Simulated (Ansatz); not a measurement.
# Al2Cu: the cost of one run

Method: DFT PBE, scalar-relativistic, plane waves, PAW, in Ansatz 0.2.0.

## (1) The starting structure

Symmetry: I4/mcm, No. 140, tetragonal system. Conventional cell: a = 5.998 Å, b = 5.998 Å, c = 4.785 Å, α = 90.00°, β = 90.00°, γ = 90.00°. Around Al (site symmetry m2m) lie 4 Cu at 2.56 Å and 3 Al at 2.69 to 2.85 Å. Around Cu (site symmetry 422) lie 2 Cu at 2.39 Å and 8 Al at 2.56 Å.

As a file:

```xyz
6
Lattice="-2.9989 2.9989 2.3927 2.9989 -2.9989 2.3927 2.9989 2.9989 -2.3927" Properties=species:S:1:pos:R:3 pbc="T T T"
Al    0.9513    2.0476    2.3927
Al    0.9513    3.9502    0.0000
Al    2.0476   -0.9513    2.3927
Al    2.0476    0.9513    0.0000
Cu    0.0000    0.0000    1.1964
Cu    0.0000    0.0000    3.5891
```

This is candidate A: structure listed in a database for this formula (I4/mcm, No. 140).

(A quick probe on a coarse mesh, which set the mesh and smearing, is not shown.)

## (3) Rough relaxation on the coarse mesh (candidate A)

input.yaml

```yaml
crystal:
  lattice:
    - [-2.9988978291, 2.9988978291, 2.3927372905]
    - [2.9988978291, -2.9988978291, 2.3927372905]
    - [2.9988978291, 2.9988978291, -2.3927372905]
  atoms:
    - { symbol: Al, position: [0.84139308, 0.65860692, 0.5] }
    - { symbol: Al, position: [0.65860692, 0.15860692, 0.81721383] }
    - { symbol: Al, position: [0.34139308, 0.84139308, 0.18278617] }
    - { symbol: Al, position: [0.15860692, 0.34139308, 0.5] }
    - { symbol: Cu, position: [0.25, 0.25, 0.0] }
    - { symbol: Cu, position: [0.75, 0.75, 0.0] }
basis:
  ecutwfc: 420
kpoints:
  mp_grid: { grid: [4, 4, 4] }
hamiltonian:
  xc: pbe
scf:
  occupations: { method: gaussian, width: 0.1 }
  lower_state_search: "off"
output:
  forces: true
  stress: true
  eigenvalues: true
relax:
  adjacent_minimum: "off"
  f_tol: 0.04
  max_steps: 70
  cell: { stress_tol: 0.4 }
```

Started as:

```
$ ansatz run input.yaml --threads 1 --pin off --max-ram 2560MiB --backend cpu --events-out ev --progress --plain --runs-dir out
```

Q: Estimate wall time and peak memory on 1 thread of Intel Xeon 6975P-C (Granite Rapids), shared host.

About 6.8 s, with a peak of 0.43 GiB.
